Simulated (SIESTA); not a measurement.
Crystal: GaN.

```
CELL_PARAMETERS angstrom
3.18000 0.00000 0.00000
-1.59000 2.75396 0.00000
0.00000 0.00000 5.16600
ATOMIC_POSITIONS crystal
Ga 0.66667 0.33333 0.50000
Ga 0.33333 0.66667 0.00000
N 0.66667 0.33333 0.87500
N 0.33333 0.66667 0.37500
```

Base run:

* Program: SIESTA 5.4.2
* Functional: BLYP
* Potentials or basis: PseudoDojo 0.4 standard (PBE files)
* Basis: DZP (energy shift 0.003 Ry; two zetas on semicore shells)
* Grid cutoff: 800 Ry
* Energy shift: 0.003 Ry
* k mesh: 10 × 10 × 5
* Occupations: fermi-dirac, width 0.05 eV
* Spin: no spin polarisation

Its results: band gap on the k mesh 2.12 eV, direct; pressure 15.8 GPa; largest force 0.121 eV/Å.

**Question.** The run is repeated on the same cell with these changes: functional from BLYP to RPBE. What comes out?

**Answer.** Band gap on the k mesh 2.16 eV, direct; pressure 14.1 GPa; largest force 0.138 eV/Å.

Caveats: the potentials were made for another functional, which shifts forces and pressure; the basis of atomic orbitals isn't converged, which shifts pressures, moduli and gaps; so large a pressure means that the cell lies far from this level's equilibrium, or that cutoff or potentials fall short (some runs).
